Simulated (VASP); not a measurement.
# VASP 6.6.1 run: AlN

INCAR

```
IBRION = -1
LCHARG = .FALSE.
LREAL = .FALSE.
EDIFF = 1E-9
ENCUT = 520
NSW = 0
LASPH = .TRUE.
NBANDS = 11
SIGMA = 0.02
ISMEAR = -1
NELM = 120
GGA = PE
PREC = Accurate
ISIF = 2
LWAVE = .FALSE.
```

KPOINTS

```
KPOINTS created by Atomic Simulation Environment
0
Gamma
10 10 10
0 0 0
```

POSCAR

```
Al N
 1.0000000000000000
     0.0000000000000000    2.0289627875999998    2.0111917083000002
     2.0289627875999998    0.0000000000000000    2.0111917083000002
     2.0289627875999998    2.0289627875999998    0.0000000000000000
 Al  N
   1   1
Cartesian
  0.0000000000000000  0.0000000000000000  0.0000000000000000
  2.0289627875999998  2.0289627875999998  2.0111917083000002
```

The recommended PBE PAW datasets give the neutral cell 8 valence electrons.

Command

```
mpirun -np 1 vasp_std
```

How does this run end, and what does it give?

It converged. Results: gap between bands v and c on the k mesh 4.51 eV; least direct gap on the k mesh 5.63 eV; pressure 4.5 GPa. Band v is the last that the valence electrons fill when counted band by band, and c is the next.

OSZICAR

```
N       E                     dE             d eps       ncg     rms          rms(c)
DAV:   1     0.106703171166E+02    0.10670E+02   -0.40092E+03  2292   0.623E+02
DAV:   2    -0.155408669713E+02   -0.26211E+02   -0.25257E+02  2726   0.138E+02
DAV:   3    -0.162815394160E+02   -0.74067E+00   -0.73965E+00  2722   0.217E+01
DAV:   4    -0.162844678546E+02   -0.29284E-02   -0.29283E-02  2514   0.149E+00
DAV:   5    -0.162844936986E+02   -0.25844E-04   -0.25844E-04  2688   0.132E-01    0.759E+00
DAV:   6    -0.145610263747E+02    0.17235E+01   -0.74870E+00  2436   0.145E+01    0.269E+00
DAV:   7    -0.145468575609E+02    0.14169E-01   -0.18213E-01  2528   0.311E+00    0.178E+00
DAV:   8    -0.145413590754E+02    0.54985E-02   -0.15854E-02  2376   0.110E+00    0.337E-01
DAV:   9    -0.145409985457E+02    0.36053E-03   -0.15156E-03  2577   0.232E-01    0.150E-01
DAV:  10    -0.145410577575E+02   -0.59212E-04   -0.13808E-04  2522   0.864E-02    0.417E-02
DAV:  11    -0.145410520423E+02    0.57153E-05   -0.18333E-05  2616   0.241E-02    0.773E-03
DAV:  12    -0.145410517113E+02    0.33095E-06   -0.64523E-07  2478   0.675E-03    0.133E-03
DAV:  13    -0.145410516619E+02    0.49396E-07   -0.11507E-08  2649   0.721E-04    0.198E-04
DAV:  14    -0.145410516479E+02    0.14028E-07   -0.41115E-10  1470   0.170E-04    0.297E-04
DAV:  15    -0.145410516578E+02   -0.99206E-08   -0.13604E-10  1344   0.827E-05    0.148E-05
DAV:  16    -0.145410516582E+02   -0.40700E-09   -0.70088E-12  1329   0.311E-05
   1 F= -.14541052E+02 E0= -.14541052E+02  d E =-.377807E-11
```

For comparison, a separate PBE run of the intended cell, on usual settings and not on those above, gives a gap of 4.51 eV on its mesh and a pressure of 4.5 GPa.
